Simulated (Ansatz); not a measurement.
**TiO2 in Ansatz, settings compared**

Launch command:

```bash
ansatz run input.yaml --threads 1 --pin off --max-ram 2560MiB --backend cpu --events-out ev --progress --plain --runs-dir out
```

The input file (Ansatz 0.2.0, plane waves):

```yaml
crystal:
  lattice:
    - [-1.94962935, 1.91786847, 4.6639315]
    - [1.90706899, -1.93125562, 4.65233584]
    - [1.80607822, 1.78770449, -4.66925258]
  atoms:
    - { symbol: Ti, position: [0.00011142, 0.97925468, 0.00868953] }
    - { symbol: Ti, position: [0.78885324, 0.28124953, 0.5236649] }
    - { symbol: O, position: [0.2093963, 0.17893441, 0.01569675] }
    - { symbol: O, position: [0.93711823, 0.44548742, 0.5240521] }
    - { symbol: O, position: [0.5891363, 0.0433202, 0.49643056] }
    - { symbol: O, position: [0.82578733, 0.79118812, 0.99727888] }
kpoints:
  mp_grid: { grid: [5, 5, 7], shift: [0.0, 0.0, 0.0] }
magnetization:
  spin_polarized: true
scf:
  occupations: { method: fermi_dirac }
hamiltonian:
  pseudopotentials: { kind: paw }
  xc: pbe
  hubbard:
    projectors: all-electron-ortho-atomic
    sites: [{ species: Ti, l: d, u_eff: 5.9 }]
basis:
  ecutwfc: 420
output:
  forces: true
  stress: true
  eigenvalues: true
  write_density: true
  write_potential: true
  elf: true
  volumetric_format: npy
```

Origin of the cell: a strained cell with displaced atoms, so it need not be a known compound.

The smearing width isn't typed, so it takes its default of 0.1 eV.

Output of this run (shortened):

```
SCF iter   1: F=—  HF=-7263.022944 eV  Δρ=6.80e-2  dr2=1.09e1  dr2_m=0.00e0  M=0.000 μB ∫|m|=0.000 μB
SCF iter   2: F=—  HF=-7260.407241 eV  Δρ=2.96e-2  dr2=1.80e0  dr2_m=0.00e0  M=0.000 μB ∫|m|=0.000 μB  defer=147
SCF iter   3: F=—  HF=-7259.617343 eV  Δρ=1.73e-2  dr2=4.04e-1  dr2_m=3.48e-2  M=0.365 μB ∫|m|=0.365 μB  defer=140
SCF iter   4: F=—  HF=-7260.123431 eV  Δρ=1.90e-2  dr2=6.61e-1  dr2_m=2.89e-2  M=0.000 μB ∫|m|=0.047 μB  defer=123
SCF iter   5: F=—  HF=-7260.258424 eV  Δρ=1.28e-2  dr2=2.29e-1  dr2_m=0.00e0  M=0.000 μB ∫|m|=0.000 μB  defer=90
[… 5 lines left out …]
SCF iter  11: F=—  HF=-7260.477500 eV  Δρ=1.05e-4  dr2=2.51e-5  dr2_m=0.00e0  M=0.000 μB ∫|m|=0.000 μB  defer=72
SCF iter  12: F=—  HF=-7260.477498 eV  Δρ=3.46e-5  dr2=1.67e-6  dr2_m=0.00e0  M=0.000 μB ∫|m|=0.000 μB  defer=72
SCF iter  13: F=—  HF=-7260.477499 eV  Δρ=9.95e-6  dr2=1.15e-7  dr2_m=0.00e0  M=0.000 μB ∫|m|=0.000 μB  defer=72
SCF iter  14: F=-7260.477499 eV  HF=-7260.477499 eV  Δρ=6.31e-6  dr2=9.88e-8  dr2_m=0.00e0  M=0.000 μB ∫|m|=0.000 μB
SCF iter  15: F=-7260.477499 eV  HF=-7260.477499 eV  Δρ=2.49e-6  dr2=1.47e-8  dr2_m=0.00e0  M=0.000 μB ∫|m|=0.000 μB
SCF 1 converged in 15 iterations: F = -7260.477499 eV  dr2 = 1.47e-8
SCF converged after 15 iterations
an eigenvalue changed by more than its tolerance at an iteration that met the thresholds in force, so the SCF went on 1 time: the last check found none over its tolerance
Magnetization: 0.0000 μB (24.0000 up, 24.0000 down)
Absolute magnetization: 0.0000 μB (∫|ρ↑−ρ↓|)
Spin contamination: 0.0000 ħ² per cell (⟨S²⟩ above its minimum at these occupations)
Per-site moments (μB) at R_I (Å): [(0.0, 0.674521), (0.0, 0.599918), (0.0, 0.772455), (0.0, 0.599918), (0.0, 0.789856), (0.0, 0.674521)]
Free energy (F): -7260.477499 eV
Harris-Foulkes:  -7260.477499 eV  (|F-HF|=1.15e-8)
Internal energy: -7260.477498 eV  (E = F + TS)
E sigma→0 (E₀):  -7260.477498 eV
Entropy (-TS):   -0.000001 eV (-0.000 meV/atom)
Fermi energy:    11.060227 eV
--- Per-component energies (eV) ---
  E_band       = -413.743811
  E_kinetic    = 1283.479535
  E_local      = -3837.039596  (includes V_loc(G=0)·N_el)
  E_nonlocal   = 200.625153
  E_hartree    = 1524.772814
  E_xc         = -499.470759
  E_vxc        = -633.013023  (∫ρ·V_xc dr)
  E_hubbard    = 9.764293  (on-site DFT+U / exact-exchange correction)
  E_vhub       = 6.456065  (the Hubbard potential's part of the band-sum identity)
  E_paw        = -2728.464513  (= ΣΔE_a)
  E_vpaw       = -483.806034  (= ΣTr[D̂ρ^β])
  E_aug_tail   = 0.010478  (compensation charges beyond the density's cutoff)
  E_ewald      = -3214.154903
[… 6 lines left out …]
  atom   3  O      0.164819    -0.209462     5.686441
  atom   4  O     -3.218552    -0.406061    22.779529
  atom   5  O      0.018287    -0.084990    -6.869614
  atom   6  O      3.835986     0.117008    -8.808821
  max |Σ_I F_I| component: 2.84e-5 eV/Å
--- Stress (GPa, compression-positive) ---
       60.142673       0.850641       3.073066
        0.850641       8.961062      -1.419076
        3.073066      -1.419076     153.582695
  P = ⅓ Tr σ = 74.2288 GPa (742.288 kbar)
Occupation matrices written to <dir>
```

The same input was run again with these changes:

1. `hamiltonian.dispersion` default → d3bjatm
2. `basis.ecutrho_ratio` default → 4
3. `basis.ecutrho_ratio` default → 6; `scf.occupations.method` fermi_dirac → methfessel_paxton; `scf.occupations.width` default → 0.005; `accuracy` default → low
4. `scf.mixing.preconditioner` default → none

```csv
run,end,SCF iterations,P (GPa),max force component (eV/Å),moment (μB),ΔE(σ→0) (meV/atom)
base,converged,15,74.23,23.204,0.00,0
1,converged,15,70.80,23.206,0.00,–
2,converged,15,74.23,23.204,0.00,0.00
3,converged,17,74.23,23.204,0.00,0.00
4,converged,15,74.23,23.204,0.00,0.00
```

Energies are compared only where functional, datasets, charge and starting cell are the same.

Caveats of the base run: spin is on but no moment was typed; the given cell is far from equilibrium, with atoms too close or a volume far off.

Time of the base run: 37 s on 1 thread of Intel(R) Xeon(R) Platinum 8488C (Sapphire Rapids), on a shared host, peak memory 0.72 GiB, from the program's own first density.
